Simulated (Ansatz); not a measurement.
Computed with DFT PBE, scalar-relativistic, plane waves, PAW (Ansatz 0.2.0). Settings: cutoff 420 eV, Γ-centred meshes spaced at most about 0.3 Å⁻¹, and about 0.25 Å⁻¹ or finer for metals (2π included), Gaussian smearing. No spin polarisation.

Energies over the elements count from the elements' standard structures at the same level, with no fitted energy shifts.

Temperature and zero-point effects are left out. Only the structures computed here compete, so a lower one can exist. Weakly bound directions are ill-defined at this level, which has no dispersion term. These runs have no spin–orbit coupling, which can matter for Pt and Te. The reference form of Te is held partly by dispersion forces, which this level lacks.

A search for TePt₂ gave 4 distinct relaxed structures. Coordination counts Te atoms around Pt (those within 1.25 times the shortest such distance or 1.15 times the sum of covalent radii; a plus sign parts nearer from farther groups; a slash parts the counts of unlike sites). Cells relaxed within their symmetry can be saddle points.

**Question.** What is the best candidate for TePt₂?

**Answer.** The one with space group Pmma (No. 51), reached from: a cell proposed by chemical analogy. It has a = 3.984 Å, b = 4.020 Å, c = 9.241 Å, 24.7 Å³/atom, no gap on the mesh. Te has 4 Pt at 2.60–2.67 Å; Pt on its first site is surrounded by 2 Te at 2.67 Å and 8 Pt at 2.82–2.92 Å; Pt on its second site is surrounded by 2 Te at 2.60 Å and 8 Pt at 2.83–3.00 Å. Its energy over the elements is −0.14 eV/atom. A negative formation energy is needed for stability but isn't enough: competing phases decide. An observed structure of this formula, if there is one, may be missing.

```
CELL_PARAMETERS angstrom
3.98384 0.00000 0.00000
0.00000 4.02020 0.00000
0.00000 0.00000 9.24055
ATOMIC_POSITIONS crystal
Te 0.25000 0.00000 0.69920
Te 0.75000 0.00000 0.30079
Pt 0.75000 0.00000 0.89232
Pt 0.25000 0.50000 0.87845
Pt 0.25000 0.00000 0.10768
Pt 0.75000 0.50000 0.12155
```

**Question.** How much higher is the P6/mmm structure with 18.9 Å³/atom and coordination Pt 6 (reached from: Li2Pt type (P6/mmm))?

**Answer.** 0.47 eV/atom. It has no gap on its mesh. It holds Te–Te chains (shortest 2.97 Å).

**Question.** How much higher is the Pnma structure with 18.8 Å³/atom and coordination Pt 2+1/5 (reached from: a cell proposed by chemical analogy)?

**Answer.** 69 meV/atom. It has no gap on its mesh.
